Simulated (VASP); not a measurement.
**Cr: single point with r2SCAN**

Cr:

```
Cr
1.0
     2.48007    0.00000    0.00000
    -1.24004    2.14781    0.00000
     0.00000    0.00000    2.25372
Cr
1
Direct
  0.00000 0.00000 0.00000
```

The cell was built by a generator and needn't be a form met in nature.

```
Program             : VASP 6.6.1
Task                : single point
Functional          : r2SCAN
Potentials or basis : VASP PAW PBE potentials, release 64 (Cr_pv)
Cutoff              : 520 eV
k mesh              : 27 × 27 × 24
Occupations         : gaussian, width 0.1 eV
Spin                : no spin polarisation
```

- Pressure: 1.0 GPa
- Band gap on the k mesh: none (metal or under the smearing width)

Stress tensor (GPa, compression positive):
```
0.81 0.00 0.00
0.00 0.81 0.00
0.00 0.00 1.28
```

Levels at points of the mesh, in eV from the Fermi level:
| k point | band 2 | band 3 | band 4 | band 5 | band 6 | band 7 | band 8 | band 9 | band 10 | band 11 |
| --- | --- | --- | --- | --- | --- | --- | --- | --- | --- | --- |
| (0.00, 0.00, 0.00) | -44.20 | -44.03 | -8.20 | -3.73 | -0.66 | -0.66 | 2.92 | 2.92 | 3.62 | 19.76 |
| (0.00, 0.00, 0.50) | -44.06 | -44.06 | -3.41 | -0.75 | 0.03 | 0.03 | 0.59 | 0.59 | 3.59 | 8.59 |

It took 5.8 min on 1 thread of Intel(R) Xeon(R) Platinum 8259CL CPU @ 2.50GHz (Skylake/Cascade Lake) (shared host), peak memory 0.24 GiB.

Caveat: the PAW data sets were made with another functional, which shifts forces and pressure a little; the run has no spin polarisation, though such a crystal can be magnetic. Spin polarisation is off, so any magnetic state and its effect on volume and gap are missing.
